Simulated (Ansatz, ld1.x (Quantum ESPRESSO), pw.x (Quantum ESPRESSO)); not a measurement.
## copper: does the ultrasoft potential hold in the solid?

ld1.x (Quantum ESPRESSO) 7.5 input, shortened:

```
&input
   title='Cu', zed=29., rel=1, dft='PBE', iswitch=3,
   config='[Ar] 3d10 4s0.5 4p0.5 4f-2'
 /
 &inputp
   pseudotype=3, tm=.true., lloc=-1, rcloc=3.20,
   nlcc=.false.,
   which_augfun='PSQ', rmatch_augfun_nc=.true.
 /
7
4S  1  0   0.50   0.00  1.80  2.40  0.0
4S  1  0   0.00   1.50  1.80  2.40  0.0
4P  2  1   0.50   0.00  3.40  3.86  0.0
4P  2  1   0.00   2.65  3.40  3.86  0.0
3D  3  2  10.00   0.00  1.15  1.45  0.0
3D  3  2   0.00   1.85  1.15  1.45  0.0
4F  4  3  -2.00   0.05  2.70  2.90  0.0
 &test
   configts(1)='3d10 4s0.5 4p0.5'
 /
```

Atomic tests: cutoffs needed: 50 Ry and 90 Ry (the cutoffs (Ry, on a coarse ladder) from which the occupation-weighted sum of valence levels, in a spherical-Bessel basis at the reference potential, stays within 10 and 1 mRy of its value at 400 Ry); ghost test: no extra level below or beside the all-electron valence levels (s, p, d, f tested) (spherical-Bessel basis up to 400 Ry, 20 bohr box); largest excitation error: -33 meV (all-electron minus pseudo) for 3d9 4s2 4p0, out of 7 test configurations.

Crystal test: sc Cu in pw.x 7.5, no spin, 14³ k-points, Fermi–Dirac smearing 0.01 Ry, cutoffs 110/880 Ry. The reference is all-electron LAPW (Ansatz 0.2.0) with the same functional, mesh and smearing; V0 and B0 come from Birch–Murnaghan fits to the pressures at five volumes. Errors are pseudo minus all-electron; Δ is the rms difference of the E(V) curves that follow from these fits, minima aligned, over ±6 % about the mean V0. Mesh and smearing are coarse, so the numbers serve the comparison and aren't converged zero-temperature values; the lattice is a test structure that the element need not adopt.

| V (Å³/atom) | P all-electron (GPa) | P pseudo (GPa) |
| --- | --- | --- |
| 13.289 | 5.56 | 12.43 |
| 13.638 | 2.40 | 9.74 |
| 13.988 | -0.32 | 7.22 |
| 14.338 | -2.66 | 4.79 |
| 14.687 | -4.67 | 2.41 |

All-electron: a0 = 2.407 Å (V0 = 13.94 Å³/atom), B0 = 102.4 GPa.

Pseudopotential: mean pressure error (GPa): +7.26. The pressure does not cross zero within the volumes sampled, so no fit is given. The largest radius (3.86 bohr) exceeds half the bond length (2.28 bohr), so the spheres overlap, which is one possible source of error among others. This is a poor potential for the solid.

Task: At the middle volume, how do free energy and pressure move when the wave cutoff is lowered (ecutrho held at 880 Ry)?

Result:

| cutoff (Ry) | shift of F (meV/atom) | shift of P (GPa) |
| --- | --- | --- |
| 50 | +183.4 | -8.14 |
| 66 | +60.0 | -1.74 |
| 88 | +3.6 | +0.14 |

The run at the middle volume (120 k-points, 24 iterations) took about 65 s on one core of a shared host (Neoverse-V2, 96 threads, 742 GiB, load 26).
